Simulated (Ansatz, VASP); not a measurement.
## Two plane-wave programs on Pb

INCAR

```
SYSTEM = Pb
  PREC = Accurate
  ENCUT = 520
  EDIFF = 1E-6
  ISMEAR = -1
  SIGMA = 0.1
  LREAL = .False.
  LASPH = .True.
  NELM = 80
  ALGO = Normal
  ISIF = 2
  LWAVE = .False.
  LCHARG = .False.
  GGA = B5
  ALDAX = 1.0
  AGGAX = 1.0
  AGGAC = 1.0
  ALDAC = 0.0
  NBANDS = 13
```

Contents of KPOINTS:

```
regular mesh
0
Gamma
  15 15 15
  0 0 0
```

POSCAR

```
Pb
1.0
    3.2052249237      0.0000000000      0.0000000000
    0.0000000000      3.2052249237      0.0000000000
    0.0000000000      0.0000000000      3.2052249237
Pb
1
Direct
    0.0000000000      0.0000000000      0.0000000000
```

Input for Ansatz:

```yaml
crystal:
  lattice:
    - [3.2052249237, 0.0, 0.0]
    - [0.0, 3.2052249237, 0.0]
    - [0.0, 0.0, 3.2052249237]
  atoms:
    - { symbol: Pb, position: [0.0, 0.0, 0.0] }
hamiltonian:
  xc: blyp
  pseudopotentials:
    kind: paw
    azcp:
      Pb: "pseudopotentials/Pb.paw.azcp"
basis:
  ecutwfc: 420
  fft_grid_basis: typed
kpoints:
  mp_grid: { grid: [15, 15, 15], shift: [0, 0, 0] }
magnetization:
  spin_polarized: false
scf:
  occupations: { method: fermi_dirac, width: 0.1 }
output:
  stress: true
```

Alike in both runs: task single point; functional BLYP; k mesh 15 × 15 × 15; occupations fermi-dirac, width 0.1 eV; no spin polarisation.

|  | VASP | Ansatz |
| --- | --- | --- |
| version | VASP 6.6.1 | Ansatz 0.2.0 |
| potentials or method | VASP PAW PBE potentials, release 64 (Pb_d) | plane waves (420 eV) with PAW, scalar-relativistic |
| plane-wave cutoff (eV) | 520 | 420 |
| valence electrons in the cell | 14 | 14 |

Ansatz gave:

* pressure (GPa): 5.0

**Question.** Estimate VASP's values.

**Answer.** Pressure (GPa): 5.1.

With one functional, cell and mesh, what is left measures potentials, basis and numerics.

Caveats: the PAW data sets were made with another functional, which shifts forces and pressure a little (VASP). Spin-orbit coupling is left out, which matters for the levels of Pb.
